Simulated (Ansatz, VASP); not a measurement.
## One calculation of AlN, two programs

```
Al N
1.0
     3.01150    0.00000    0.00000
    -1.50575    2.60804    0.00000
     0.00000    0.00000    4.77089
Al N
2 2
Direct
  0.33333 0.66667 0.99747
  0.66667 0.33333 0.49747
  0.33333 0.66667 0.38253
  0.66667 0.33333 0.88253
```

Alike in both runs: functional PBE; k mesh 10 × 10 × 6; occupations gaussian, width 0.05 eV; no spin polarisation.

Ansatz relaxed the structure, and its values are those at the end. VASP's run is a single point on that final structure, the one shown.

|  | VASP | Ansatz |
| --- | --- | --- |
| version | VASP 6.6.1 | Ansatz 0.2.0 |
| potentials or method | VASP PAW PBE potentials, release 64 (Al, N) | scalar-relativistic, plane waves, PAW |
| plane-wave cutoff (eV) | 520 | 420 |
| valence electrons in the cell | 16 | 16 |

|  | VASP | Ansatz | Ansatz less VASP |
| --- | --- | --- | --- |
| gap on the k mesh at the Fermi level (eV) | 5.11 | 5.10 | -0.017 |
| least direct gap on the mesh (eV) | 5.11 | 5.10 | -0.017 |

 As with any semilocal functional, this PBE gap is likely too small. A k mesh can miss the band edges.
